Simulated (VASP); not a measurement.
Write the native input for VASP 6.6.1 that does the following.

```
Task                   : relaxation of cell and atoms
Functional             : vdW-DF-cx
Potentials or basis    : VASP PAW PBE potentials, release 64 (B, As)
Cutoff                 : 600 eV
k mesh                 : 9 × 9 × 9
Occupations            : fermi-dirac, width 0.05 eV
Spin                   : no spin polarisation
Further INCAR settings : ALGO = Fast; EDIFF = 1e-06; IBRION = 2; EDIFFG = -0.01; NSW = 60; ISIF = 3
```

The structure of BAs lies in POSCAR:

```
BAs
1.0
    2.9343700000      0.0000000000      0.0000000000
    0.0000000000      2.9343700000      0.0000000000
    0.0000000000      0.0000000000      2.9343700000
B As
1 1
Direct
    0.5000000000      0.5000000000      0.5000000000
    0.0000000000      0.0000000000      0.0000000000
```

The cell was built by a generator and needn't be a form met in nature.

One way to write it, as run:

INCAR

```
SYSTEM = BAs
  PREC = Accurate
  ENCUT = 600
  EDIFF = 1E-6
  ISMEAR = -1
  SIGMA = 0.05
  LREAL = .False.
  LASPH = .True.
  NELM = 100
  ALGO = Fast
  ISIF = 3
  LWAVE = .False.
  LCHARG = .False.
  GGA = CX
  LUSE_VDW = .True.
  AGGAC = 0.0
  IBRION = 2
  NSW = 60
  EDIFFG = -0.01
```

KPOINTS

```
regular mesh
0
Gamma
  9 9 9
  0 0 0
```

Potentials or basis: VASP PAW PBE potentials, release 64 (B, As).

Launch:

```bash
$ cat potpaw_PBE.64/B/POTCAR potpaw_PBE.64/As/POTCAR > POTCAR
$ mpirun -np 1 vasp_std > vasp.out
```

It gave:

The pressure after relaxing is 0.0 GPa. The band gap on the k mesh is none (metal or under the smearing width).

Caveat: the relaxation stopped at its first step, so nothing moved; the PAW data sets were made with another functional, which shifts forces and pressure a little.

Wall time 17 s on 1 thread of Intel(R) Xeon(R) Platinum 8488C (Sapphire Rapids), with other jobs on the host, peak memory 0.26 GiB.
